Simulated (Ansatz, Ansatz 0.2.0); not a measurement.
# Bulk modulus of Cr2GeC: too stiff without chromium moments in PBEsol and LDA, too soft in ferromagnetic r2SCAN and BLYP

## The measurement

The reference is the bulk modulus of the layered carbide Cr2GeC, 182 ± 2 GPa, taken from a printed reference work on elastic properties of layered ternary carbides and nitrides. It was obtained by compression in an anvil cell; the temperature is not given with the value. Sound velocities give 165 GPa, which is 17 GPa lower and far outside the quoted uncertainty. We therefore read the ± 2 GPa as the uncertainty of one evaluation rather than as the doubt on the modulus itself. In our own view two things deserve caution: a modulus fitted to an equation of state depends on the pressure range and on the pressure derivative assumed, and a sound-velocity value from a polycrystal can be lowered by pores or microcracks.

| compared with | measured | source's wording or label | method |
| --- | --- | --- | --- |
| B (Reuss) (GPa) | 182 ± 2 | 182 ± 2 GPa | anvil cell |

Conditions are those given with the value in the passage it was taken from; "not stated" means there, and the paper may say more elsewhere. The values are a selection: others may have been left out beforehand as unlike or outlying.

## Model and target

We aim at the Reuss bulk modulus from the relaxed-ion elastic tensor, since this is the response to hydrostatic pressure that a compression experiment probes. Success means agreement with the anvil-cell value within 5 %. That margin leaves room for the few per cent by which a static lattice is typically stiffer than a warm one, yet it is narrow enough to expose a wrong volume or a wrong magnetic state. It does not span the gap between the two experimental values, so any agreement will be agreement with the compression value only.

The model is the eight-atom hexagonal cell with a ferromagnetic start. Cr2GeC is a metal with a high density of states at the Fermi level and no robustly established magnetic order, while calculations can develop chromium moments that expand the cell and soften it. The ferromagnetic start is thus a collinear stand-in that lets moments form, not a claim about the sample. The database cell comes from earlier theory and serves only as a starting point.

We begin with PBEsol at its own relaxed cell. LDA costs about as much to set up and tends to overbind, which would raise the modulus and work against moments, so we keep it for numerical checks and for scale. What follows depends on the magnetic state and stiffness that PBEsol gives.

Plain PBE isn't shown in this study.

System: Cr2GeC, 211 MAX phase; P6_3/mmc (No. 194), 8 atoms in the primitive cell; the database structure is a structure relaxed by earlier theory (a GGA or r2SCAN, not named), not a measurement: a = 2.982 Å, c = 12.217 Å; structure from the Materials Project.

## 1. PBEsol at its own relaxed cell

PBEsol usually gives good lattice constants and moduli for metallic carbides, and a dense in-plane mesh suits the high density of states here. The moments vanished during the relaxation, so the elastic constants are computed without spin. We expect a modulus above the measured one, by the usual static excess and possibly by more if chromium moments matter in the real material.

**Run 1.** Ansatz 0.2.0: PBEsol, ferromagnetic start, cell and atoms relaxed in a first step at this level from the database structure (its input isn't shown), PAW set soft_2, cutoff 420 eV (default), 18x18x4 k mesh, Methfessel-Paxton smearing 0.25 eV; elastic constants by two-point finite strains with relaxed ions, amplitude 0.01; the moments vanished in the relaxation, so this step runs without spin.

Key lines of the input:
```
crystal:
  # lattice and atoms
kpoints:
  mp_grid: { grid: [18, 18, 4] }
hamiltonian:
  xc: pbesol
scf:
  occupations: { method: methfessel_paxton, width: 0.25 }
output:
  forces: true
  stress: true
elastic:
  mode: relaxed_ion
  stencil: two_point
  amplitude: 0.01
```

Command:
```
ansatz run input.yaml --threads 8 --pin off --max-ram 16384MiB --backend cpu --events-out ev --progress --plain --runs-dir out
```

Selected lines of the output:
```
  moduli (Voigt/Reuss/Hill, GPa): K = 220.63/220.33/220.48   G = 92.06/91.57/91.81   E = 241.87   ν = 0.317
  mechanically stable: yes (min eigenvalue of sym C = 88.53 GPa)
```

Converged; 9.8 min on 8 cores of Intel Xeon at 2.70GHz, shared host. Warnings: another step: seeded_moment_not_kept.

| quantity | run 1 | measured | deviation |
| --- | --- | --- | --- |
| B (Reuss) (GPa) | 220.3 | 182 ± 2 | +38.3 (+21.1 %) |
| size of moment on Cr (μB) | 0.000 |  |  |
| net moment per formula unit (μB) | 0.000 |  |  |
| conventional cell volume (Å³) | 86.50 |  |  |
| pressure (GPa) | −0.00138 |  |  |
| G (Hill) (GPa) | 91.8 |  |  |
| C11 (GPa) | 338.0 |  |  |

PBEsol gives 220.3 GPa, 21 % above the compression value. A static lattice is stiffer than a warm one by a few per cent as a rule, so temperature cannot account for most of this. The tensor is mechanically stable and the remaining pressure is negligible, which leaves no sign of a badly relaxed cell.

The warning concerns the relaxation, where the seeded chromium moment was not kept; the result therefore describes a nonmagnetic crystal. Its cell is about 8 % smaller in volume than the database cell from earlier theory. A compact, stiff lattice is what we would expect if chromium moments are missing, but this run alone cannot separate their effect from that of the functional.

## 2. Two functionals that keep chromium moments

We now turn to r2SCAN and BLYP, both of which retain spin polarisation through the elastic step. r2SCAN tends to exaggerate moments in itinerant metals, and BLYP generally underbinds solids, so neither is a safe choice on general grounds. We expect larger cells and lower moduli from both. Volume and moment have to be read alongside the modulus, since a softer lattice could bring the number down for the wrong reason.

**Run 2.** Ansatz 0.2.0: r2SCAN, ferromagnetic start, cell and atoms relaxed in a first step at this level from the database structure (its input isn't shown), PAW set soft_2, cutoff 500 eV (default), 12x12x2 k mesh, Methfessel-Paxton smearing 0.25 eV; elastic constants by two-point finite strains with relaxed ions, amplitude 0.01.

Key lines of the input:
```
crystal:
  # lattice and atoms, with starting spins
kpoints:
  mp_grid: { grid: [12, 12, 2] }
hamiltonian:
  xc: r2scan
scf:
  occupations: { method: methfessel_paxton, width: 0.25 }
output:
  forces: true
  stress: true
magnetization:
  spin_polarized: true
elastic:
  mode: relaxed_ion
  stencil: two_point
  amplitude: 0.01
```

Command:
```
ansatz run input.yaml --threads 4 --pin off --max-ram 16384MiB --backend cpu --events-out ev --progress --plain --runs-dir out
```

Selected lines of the output:
```
  C = ∂σ_k/∂η_j (tension-positive GPa; Voigt order 11 22 33 23 13 12):
       235.975     86.447     70.382      0.000      0.000     -0.000
  moduli (Voigt/Reuss/Hill, GPa): K = 135.94/135.20/135.57   G = 86.22/84.69/85.45   E = 211.85   ν = 0.240
```

Converged; 13 min on 4 cores of Intel Xeon Platinum 8488C (Sapphire Rapids), shared host. Warnings: magnetic_order_settling_ended.

**Run 3.** Ansatz 0.2.0: BLYP, ferromagnetic start, cell and atoms relaxed in a first step at this level from the database structure (its input isn't shown), PAW set soft_2, cutoff 420 eV (default), 15x15x4 k mesh, Methfessel-Paxton smearing 0.25 eV; elastic constants by two-point finite strains with relaxed ions, amplitude 0.01.

Key lines of the input, as changed from run 2:
```diff
  kpoints:
-   mp_grid: { grid: [12, 12, 2] }
+   mp_grid: { grid: [15, 15, 4] }
  hamiltonian:
-   xc: r2scan
+   xc: blyp
```

Selected lines of the output:
```
  C = ∂σ_k/∂η_j (tension-positive GPa; Voigt order 11 22 33 23 13 12):
       194.502     98.388    100.464     -0.000      0.000      0.000
  moduli (Voigt/Reuss/Hill, GPa): K = 138.93/136.29/137.61   G = 61.15/58.94/60.05   E = 157.27   ν = 0.310
```

Converged; 17 min on 8 cores of Intel Xeon at 2.70GHz, shared host. Warnings: magnetic_order_settling_ended.

| quantity | run 2 | run 3 | measured |
| --- | --- | --- | --- |
| B (Reuss) (GPa) | 135.2 | 136.3 | 182 ± 2 |
| size of moment on Cr (μB) | 2.036 | 0.891 |  |
| net moment per formula unit (μB) | 4.398 | 1.976 |  |
| conventional cell volume (Å³) | 94.21 | 95.79 |  |
| pressure (GPa) | 0.02431 | −0.00205 |  |
| G (Hill) (GPa) | 85.5 | 60.0 |  |
| C11 (GPa) | 236.0 | 194.5 |  |

Both magnetic solutions are too soft. r2SCAN gives 135.2 GPa and BLYP 136.3 GPa, about a quarter below the compression value and also well below the 165 GPa from sound velocities. PBEsol lies above both experimental values, so changing the functional and the magnetic state together has carried the modulus right across the experimental range.

The near agreement of the two bulk moduli does not make them a consistent description. The moment on chromium is 2.036 μB with r2SCAN and 0.891 μB with BLYP, and the shear moduli differ by roughly 25 GPa. What the two share is a large cell, 94.21 and 95.79 Å³ against 86.50 Å³ with PBEsol. Volume is therefore a candidate for much of the softening, but moments and functional changed at the same time. Both runs carry a warning named magnetic_order_settling_ended; we draw no conclusion from the name, and treat neither ferromagnetic state as an established ground state.

## 3. Volume and mesh tested without moments

To isolate the role of volume we use LDA, whose moments vanish both in its own relaxed cell and in the larger database cell. Comparing the two shows how far expansion alone softens the nonmagnetic lattice. We expect a strong drop in the stretched cell, which would be a diagnostic and not a prediction, as that cell is under tension at this level.

At the relaxed LDA cell we compare a moderate with a much denser k mesh, because a high density of states at the Fermi level can make elastic constants sensitive to sampling. This tests LDA itself; for PBEsol it is only an indication. We expect LDA to be at least as stiff as PBEsol, and hence no closer to experiment.

**Run 4.** Ansatz 0.2.0: LDA, ferromagnetic start, cell and atoms relaxed in a first step at this level from the database structure (its input isn't shown), PAW set soft_2, cutoff 420 eV (default), 15x15x4 k mesh, Methfessel-Paxton smearing 0.25 eV; elastic constants by two-point finite strains with relaxed ions, amplitude 0.01; the moments vanished in the relaxation, so this step runs without spin.

Key lines of the input, as changed from run 1:
```diff
  kpoints:
-   mp_grid: { grid: [18, 18, 4] }
+   mp_grid: { grid: [15, 15, 4] }
  hamiltonian:
-   xc: pbesol
+   xc: lda
```

Selected lines of the output:
```
  moduli (Voigt/Reuss/Hill, GPa): K = 234.31/233.88/234.09   G = 97.92/97.49/97.70   E = 257.31   ν = 0.317
```

Converged; 5.5 min on 8 cores of Arm Neoverse V1, shared host. Warnings: another step: seeded_moment_not_kept.

**Run 5.** Ansatz 0.2.0: LDA, ferromagnetic start, cell and atoms relaxed in a first step at this level from the database structure (its input isn't shown), PAW set soft_2, cutoff 420 eV (default), 24x24x6 k mesh, Methfessel-Paxton smearing 0.25 eV; elastic constants by two-point finite strains with relaxed ions, amplitude 0.01; the moments vanished in the relaxation, so this step runs without spin.

Key lines of the input, as changed from run 4:
```diff
  kpoints:
-   mp_grid: { grid: [15, 15, 4] }
+   mp_grid: { grid: [24, 24, 6] }
```

Selected lines of the output:
```
  moduli (Voigt/Reuss/Hill, GPa): K = 234.48/234.06/234.27   G = 98.20/97.75/97.98   E = 257.97   ν = 0.316
```

Converged; 18 min on 8 cores of Intel Xeon at 2.70GHz, shared host. Warnings: another step: seeded_moment_not_kept.

**Run 6.** Ansatz 0.2.0: LDA, ferromagnetic start, atoms relaxed in a first step at this level (its input isn't shown) in the database cell, PAW set soft_2, cutoff 420 eV (default), 18x18x4 k mesh, Methfessel-Paxton smearing 0.25 eV; elastic constants by two-point finite strains with relaxed ions, amplitude 0.01; the moments vanished in the relaxation, so this step runs without spin.

Key lines of the input, as changed from run 1:
```diff
  hamiltonian:
-   xc: pbesol
+   xc: lda
```

Selected lines of the output:
```
  C = ∂σ_k/∂η_j (tension-positive GPa; Voigt order 11 22 33 23 13 12):
         0.000      0.000      0.000     28.207     -0.000      0.000
  moduli (Voigt/Reuss/Hill, GPa): K = 129.02/128.27/128.64   G = 52.84/43.24/48.04   E = 128.16   ν = 0.334
```

Converged; wall time 11 min. Warnings: another step: seeded_moment_not_kept; another step: stress_scf_threshold_loose.

| quantity | run 4 | run 5 | run 6 | measured |
| --- | --- | --- | --- | --- |
| B (Reuss) (GPa) | 233.9 | 234.1 | 128.3 | 182 ± 2 |
| size of moment on Cr (μB) | 0.000 | 0.000 | 0.000 |  |
| net moment per formula unit (μB) | 0.000 | 0.000 | 0.000 |  |
| conventional cell volume (Å³) | 84.42 | 84.41 | – |  |
| pressure (GPa) | −0.00070 | −0.00097 | −19.43720 |  |
| G (Hill) (GPa) | 97.7 | 98.0 | 48.0 |  |
| C11 (GPa) | 353.5 | 353.9 | 227.7 |  |

The denser mesh changes the LDA bulk modulus by only 0.2 GPa, from 233.9 to 234.1 GPa, so k-point sampling does not explain why LDA lies 29 % above the compression value. For PBEsol, which misses in the same direction, this is an indication and not a test.

In the larger database cell the nonmagnetic LDA modulus falls to 128.3 GPa. Expansion alone can thus soften the lattice by more than the whole gap between the nonmagnetic results and experiment, without any moment on chromium. The cell is under a tension of about 19 GPa, so this number is a diagnostic of the volume effect and not an equilibrium modulus. The relaxation before it also carries a warning named stress_scf_threshold_loose, from which we infer nothing beyond the name.

The stretched LDA crystal and ferromagnetic r2SCAN have nearly the same volume and similar bulk moduli, but their Hill shear moduli are 48.0 and 85.5 GPa. Matching the volume therefore does not reproduce the elastic behaviour of the magnetic solution. The comparison supports volume as a main lever on the bulk modulus. It does not tell us which magnetic state the sample has, nor what moments would do at fixed volume within one functional.

## 4. Cutoff and smearing at the LDA level

All the nonmagnetic results rest on the default cutoff and on a broad smearing of 0.25 eV, which could blur structure in the density of states near the Fermi level. We therefore repeat the relaxed-cell LDA calculation once with a cutoff of 550 eV and once with a smearing of 0.1 eV. We expect shifts of a few GPa at most, far less than the miss. The checks hold for LDA; for PBEsol, which has the same potentials, default cutoff and smearing, they are an indication only.

**Run 7.** Ansatz 0.2.0: LDA, ferromagnetic start, cell and atoms relaxed in a first step at this level from the database structure (its input isn't shown), PAW set soft_2, cutoff 550 eV, 15x15x4 k mesh, Methfessel-Paxton smearing 0.25 eV; elastic constants by two-point finite strains with relaxed ions, amplitude 0.01; the moments vanished in the relaxation, so this step runs without spin.

Key lines of the input, as changed from run 4:
```diff
+ basis:
+   ecutwfc: 550.0
```

Converged; wall time 8.5 min. Warnings: another step: seeded_moment_not_kept.

**Run 8.** Ansatz 0.2.0: LDA, ferromagnetic start, cell and atoms relaxed in a first step at this level from the database structure (its input isn't shown), PAW set soft_2, cutoff 420 eV (default), 18x18x4 k mesh, Methfessel-Paxton smearing 0.1 eV; elastic constants by two-point finite strains with relaxed ions, amplitude 0.01; the moments vanished in the relaxation, so this step runs without spin.

Key lines of the input, as changed from run 6:
```diff
  scf:
-   occupations: { method: methfessel_paxton, width: 0.25 }
+   occupations: { method: methfessel_paxton, width: 0.1 }
```

Converged; wall time 9.2 min. Warnings: another step: seeded_moment_not_kept.

| quantity | run 7 | run 8 | measured |
| --- | --- | --- | --- |
| B (Reuss) (GPa) | 234.0 | 233.7 | 182 ± 2 |
| size of moment on Cr (μB) | 0.000 | 0.000 |  |
| net moment per formula unit (μB) | 0.000 | 0.000 |  |
| conventional cell volume (Å³) | 84.41 | 84.41 |  |
| pressure (GPa) | 0.00154 | −0.00137 |  |
| G (Hill) (GPa) | 97.8 | 96.7 |  |
| C11 (GPa) | 353.8 | 350.6 |  |

Neither setting matters for the LDA bulk modulus. The higher cutoff gives 234.0 GPa and the narrower smearing 233.7 GPa, against 233.9 GPa before. The second comparison also involves a slightly denser in-plane mesh, but the two changes together shift the modulus by only 0.2 GPa. C11 reacts a little more, falling by about 3 GPa, which is still below one per cent.

The LDA excess of roughly 52 GPa over the compression value is thus not caused by cutoff, smearing or k mesh within the ranges tested. All these runs use the same potentials and describe the same nonmagnetic state, so they test neither the potentials nor the absence of moments.

## Collected results

| run | settings | B (Reuss) (GPa) | deviation | cost |
| --- | --- | --- | --- | --- |
| 1 | PBEsol, cutoff 420 eV (default), 18x18x4 k mesh, the moments vanished in the relaxation, so this step runs without spin | 220.3 | +38.3 (+21.1 %) | 78 core-min |
| 2 | r2SCAN, cutoff 500 eV (default), 12x12x2 k mesh, Methfessel-Paxton smearing 0.25 eV | 135.2 | −46.8 (−25.7 %) | 52 core-min |
| 3 | BLYP, cutoff 420 eV (default), 15x15x4 k mesh, Methfessel-Paxton smearing 0.25 eV | 136.3 | −45.7 (−25.1 %) | 2.2 core-h |
| 4 | LDA, cutoff 420 eV (default), 15x15x4 k mesh, the moments vanished in the relaxation, so this step runs without spin | 233.9 | +51.9 (+28.5 %) | 44 core-min |
| 5 | LDA, cutoff 420 eV (default), 24x24x6 k mesh, the moments vanished in the relaxation, so this step runs without spin | 234.1 | +52.1 (+28.6 %) | 2.5 core-h |
| 6 | LDA, cutoff 420 eV (default), 18x18x4 k mesh, the moments vanished in the relaxation, so this step runs without spin | 128.3 | −53.7 (−29.5 %) | 87 core-min |
| 7 | LDA, cutoff 550 eV, 15x15x4 k mesh, Methfessel-Paxton smearing 0.25 eV, the moments vanished in the relaxation, so this step runs without spin | 234.0 | +52.0 (+28.6 %) | 68 core-min |
| 8 | LDA, cutoff 420 eV (default), 18x18x4 k mesh, Methfessel-Paxton smearing 0.1 eV, so this step runs without spin | 233.7 | +51.7 (+28.4 %) | 74 core-min |
|  | measured | 182 ± 2 |  |  |

Further runs on the same system, made beside this series (convergence steps with loose settings among them):

| further | settings | B (Reuss) (GPa) | deviation | cost | status |
| --- | --- | --- | --- | --- | --- |
| F1 | LDA, no spin polarisation, cutoff 420 eV (default), 15x15x4 k mesh, Methfessel-Paxton smearing 0.25 eV, amplitude 0.01 | 233.9 | +51.9 (+28.5 %) | 46 core-min |  |
| F2 | LDA, ferromagnetic start, cutoff 420 eV (default), 18x18x4 k mesh, Methfessel-Paxton smearing 0.25 eV, strain amplitude 0.005, the moments vanished in the relaxation, so this step runs without spin | 234.0 | +52.0 (+28.6 %) | 69 core-min | warnings: another step: seeded_moment_not_kept |
| F3 | LDA, ferromagnetic start, cutoff 420 eV (default), 9x9x2 k mesh, Methfessel-Paxton smearing 0.25 eV, amplitude 0.01, the moments vanished in the relaxation, so this step runs without spin | 233.8 | +51.8 (+28.5 %) | 12 core-min | warnings: another step: seeded_moment_not_kept |
| F4 | LDA, ferromagnetic start, cutoff 420 eV (default), 12x12x4 k mesh, Methfessel-Paxton smearing 0.25 eV, amplitude 0.01, the moments vanished in the relaxation, so this step runs without spin | 233.6 | +51.6 (+28.4 %) | 31 core-min | warnings: another step: seeded_moment_not_kept |
|  | measured | 182 ± 2 |  |  |  |

## Outcome

The target was missed. PBEsol, the level we began with, gives a Reuss bulk modulus of 220.3 GPa at a cost of 78 core-minutes, 21 % above the compression value of 182 GPa and further still above the 165 GPa from sound velocities. No other level shown comes within 5 %: relaxed LDA is about 29 % too stiff, while ferromagnetic r2SCAN and BLYP are about a quarter too soft.

Numerical settings do not explain the LDA miss. Mesh, cutoff, smearing and strain amplitude leave its modulus between 233.6 and 234.1 GPa, and even the coarsest mesh gives 233.8 GPa, so the densest one was not needed. For PBEsol and the two magnetic levels these checks are no proof.

The most informative step was LDA in the larger database cell, where expansion alone lowers the modulus by more than 100 GPa. An equilibrium volume that is too small is thus a plausible main cause of the PBEsol excess, though a measured volume to check this against is not shown in this report. Missing chromium moments may be behind such a small volume; that link remains a conjecture. Thermal softening would typically lower the modulus by a few per cent, which would remove only a small part of the PBEsol excess and would widen the miss of the magnetic levels.

These runs cannot decide the magnetic state of the sample, for which no robust order is established. Our ferromagnetic order is only a stand-in, and other orders are not shown in this report. The disagreement between the two experimental values also remains, though neither would bring any of these levels within the target. Plain PBE would be the natural next functional to examine, with volume and moments judged alongside the modulus.

[Logs are printed without paths, hosts, clocks, repeated set-up lines and the standing remarks that a program may print on its own settings, such as how far it seeks lower states.]

[The runs shown are a pick from a larger set of finished runs; failed, doubtful and other runs were left out of it ahead of writing. So were measured values far from every level or from commonly accepted values, and agreement can look better than it is. Lines of input and output are excerpts and may be shortened.]
